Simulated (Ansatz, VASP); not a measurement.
**MgB2: VASP beside Ansatz**

File INCAR:

```
SYSTEM = MgB2
  PREC = Accurate
  ENCUT = 520
  EDIFF = 1E-8
  ISMEAR = -1
  SIGMA = 0.05
  LREAL = .False.
  LASPH = .True.
  NELM = 60
  ALGO = Normal
  ISIF = 2
  LWAVE = .False.
  LCHARG = .False.
  LEFG = .True.
  NBANDS = 11
```

The input KPOINTS:

```
Automatic mesh
0
Gamma
  15 15 12
  0 0 0
```

POSCAR

```
MgB2
1.0
    3.1255974756      0.0000000000      0.0000000000
   -1.5627987378      2.7068468159      0.0000000000
    0.0000000000      0.0000000000      3.5693605797
Mg B
1 2
Direct
    0.0000000000      0.0000000000      0.0000000000
    0.3333333333      0.6666666667      0.5000000000
    0.6666666667      0.3333333333      0.5000000000
```

Input for Ansatz:

```yaml
crystal:
  lattice:
    - [3.1255974756, 0.0, 0.0]
    - [-1.5627987378, 2.7068468159, 0.0]
    - [0.0, 0.0, 3.5693605797]
  atoms:
    - { symbol: Mg, position: [0.0, 0.0, 0.0] }
    - { symbol: B, position: [0.3333333333, 0.6666666667, 0.5] }
    - { symbol: B, position: [0.6666666667, 0.3333333333, 0.5] }
kpoints:
  mp_grid: { grid: [15, 15, 12] }
scf:
  occupations: { method: fermi_dirac, width: 0.05 }
hamiltonian:
  xc: lda
  pseudopotentials: { kind: paw }
output:
  forces: true
  stress: true
  eigenvalues: true
  efg: { contact_densities: true }
```

Change from the starting cell: volume scaled by 1.04, PAW files.

Alike in both runs: task electric field gradients; functional LDA; k mesh 15 × 15 × 12; occupations fermi-dirac, width 0.05 eV; no spin polarisation.

|  | VASP | Ansatz |
| --- | --- | --- |
| version | VASP 6.6.1 | Ansatz 0.2.0 |
| potentials or method | VASP PAW LDA potentials, release 64 (Mg, B) | PAW with Ansatz's default frozen-core files, scalar-relativistic |
| plane-wave cutoff (eV) | 520 | 420 |
| valence electrons in the cell | 8 | 16 |

VASP gave:

| Item | Value |
| --- | --- |
| pressure (GPa) | -13.1 |
| largest component of the traceless stress (GPa) | 2.96 |
| Vzz of the field gradient on the site that differs most (V/Å²) | 19.4 |

Question: What did Ansatz give for the same quantities?

Answer: Pressure (GPa): -12.6; largest component of the traceless stress (GPa): 3.04; Vzz of the field gradient on the site that differs most (V/Å²): 17.2.

The two sets of potentials don't hold the same shells in valence.
